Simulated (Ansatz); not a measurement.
NiO:

```
Ni O
1.0
     2.50462    0.00000    0.00000
     0.00000    2.50462    0.00000
     0.00000    0.00000    2.50462
Ni O
1 1
Direct
  0.00000 0.00000 0.00000
  0.50000 0.50000 0.50000
```

Measurements of this composition are mostly on another form, of space group No. 225.

Base run:

| Item | Value |
| --- | --- |
| Program | Ansatz 0.2.0 |
| Functional | PBE |
| Potentials or basis | Ansatz PAW |
| Cutoff | 420 eV (not typed: the program's choice for these potentials) |
| k mesh | 9 × 9 × 9 |
| Occupations | fermi-dirac, width 0.05 eV |
| Spin | collinear spin, ferromagnetic start |
| Starting moments | [1.0, 0.0] μB |
| Fixed moment | 1 μB |

Its results: pressure 26.3 GPa; net moment 1.00 μB per cell.

Problem. After a change of settings the same cell gave: pressure 23.8 GPa; net moment 0.00 μB per cell. Which change was it?
A. fixed moment from 1 μB to 2 μB; moments at the start from [1.0, 0.0] to [2.0, 0.0]
B. fixed moment from 1 μB to 0.5 μB; moments at the start from [1.0, 0.0] to [0.5, 0.0]
C. k mesh from 9 × 9 × 9 to 11 × 11 × 11; fixed moment from 1 μB to none
D. fixed moment from 1 μB to 1.5 μB; moments at the start from [1.0, 0.0] to [1.5, 0.0]

Solution. C.

Caveats: the total moment is fixed, so each spin has its own Fermi level (some runs); a cell with one magnetic atom can't hold antiferromagnetic order, which such compounds often take (some runs); the thresholds are loose for stress (some runs); the starting moments weren't kept (some runs).
